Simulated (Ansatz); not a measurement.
# WS2: the cost of one run

Program: Ansatz 0.2.0. Level of theory: DFT r2SCAN, scalar-relativistic, plane waves, PAW. These are calculated values, not measurements.

### 1 The structure to begin with

The structure is trigonal, space group R3m (No. 160). The conventional cell has a = 3.158 Å, b = 3.158 Å, c = 18.490 Å, α = 90.00°, β = 90.00°, γ = 120.00°. W (site symmetry 3m) has 6 S at 2.39 to 2.42 Å in its first shell of neighbours. S (site symmetry 3m) is surrounded by 3 W at 2.39 Å. S (site symmetry 3m) is surrounded by 3 W at 2.42 Å.

Structure file:

```
W S
1.0
     3.15800    5.46982    0.00000
    -3.15800    5.46982    0.00000
     0.00000    3.64655    6.16333
W S
4 8
Cartesian
  0.0000 0.0000 0.0000
  -1.5790 2.7349 0.0000
  1.5790 2.7349 0.0000
  0.0000 5.4698 0.0000
  0.0000 3.6465 1.5464
  -1.5790 6.3815 1.5464
  1.5790 6.3815 1.5464
  0.0000 9.1164 1.5464
  0.0000 7.2931 4.5794
  -1.5790 10.0280 4.5794
  1.5790 10.0280 4.5794
  0.0000 12.7629 4.5794
```

No relaxation comes first: the listed cell is the starting point.

### 2 Zero of energy

The cell is repeated 4 times, 12 atoms in all. Reference values: F = -48846.4699 eV; pressure 2.57 GPa; largest force 0.621 eV/Å; gap on the mesh 1.13 eV. It was computed beforehand with the settings of the runs below.

### 3 Next: rattled cells

All atoms are moved at random with no net shift, in some cells together with a random strain.

### 4 At rms move = 0.222 Å

input.yaml

```yaml
crystal:
  lattice:
    - [3.1580007686, 5.4698177815, 0.0]
    - [-3.1580007686, 5.4698177815, 0.0]
    - [0.0, 3.6465451877, 6.16333]
  atoms:
    - { symbol: W, position: [-0.0404750374, 0.0168340004, -0.0129829979] }
    - { symbol: W, position: [0.0142355441, 0.48502507, 0.0093210968] }
    - { symbol: W, position: [0.494221838, -0.0140644952, -0.0077404542] }
    - { symbol: W, position: [0.5280656549, 0.4856832022, -0.0202542645] }
    - { symbol: S, position: [0.2458835144, 0.1936565269, 0.2808993129] }
    - { symbol: S, position: [0.2304003821, 0.7787945607, 0.2369796284] }
    - { symbol: S, position: [0.7662328186, 0.2843764344, 0.2743077] }
    - { symbol: S, position: [0.720573739, 0.7789278017, 0.2497182208] }
    - { symbol: S, position: [0.4195234127, 0.4089069548, 0.7671930365] }
    - { symbol: S, position: [0.4022596259, 0.9154025978, 0.7545172962] }
    - { symbol: S, position: [0.9464676543, 0.4018481949, 0.7292311184] }
    - { symbol: S, position: [0.9474108534, 0.9394091515, 0.7144103066] }
basis:
  ecutwfc: 500
kpoints:
  mp_grid: { grid: [6, 6, 6] }
hamiltonian:
  xc: r2scan
scf:
  occupations: { method: gaussian, width: 0.05 }
output:
  forces: true
  stress: true
  eigenvalues: true
```

Run with:

```
> ansatz run input.yaml --threads 2 --pin off --max-ram 5120MiB --backend cpu --events-out ev --progress --plain --runs-dir out
```

**Question.** How long does this run take on 2 threads of Arm Neoverse N1, shared host, and how much memory does it need?

About 4.4 min, with a peak of 1.7 GiB.
